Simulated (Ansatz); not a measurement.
Zn (fcc type), DFT, PBE, all-electron LAPW, scalar-relativistic (Ansatz 0.2.0), on 1 thread of Arm Neoverse V1 (shared host).

Command: `ansatz run input.yaml --threads 1 --pin off --max-ram 2048MiB --backend cpu --events-out ev --progress --plain --runs-dir out`

```yaml
crystal:
  lattice:
    - [0.0, 1.7446232369, 1.7446232369]
    - [1.7446232369, 0.0, 1.7446232369]
    - [1.7446232369, 1.7446232369, 0.0]
  atoms:
    - { symbol: Zn, position: [0.0, 0.0, 0.0] }
kpoints:
  mp_grid: { grid: [17, 17, 17] }
scf:
  occupations: { method: fermi_dirac, width: 0.05 }
hamiltonian:
  xc: pbe
  pseudopotentials: { kind: all_electron, lapw: { basis_error: 0.001 } }
output:
  forces: true
  stress: true
  eigenvalues: true
  populations: true
```

(1) How large is the problem that the program sets up?

(2) About how long does it take?

Results:

(1) 165 irreducible k-points, 137 plane waves at Γ, 14 bands.

(2) 12 s of wall time for 7 SCF iterations. Times on shared machines scatter by tens of per cent.
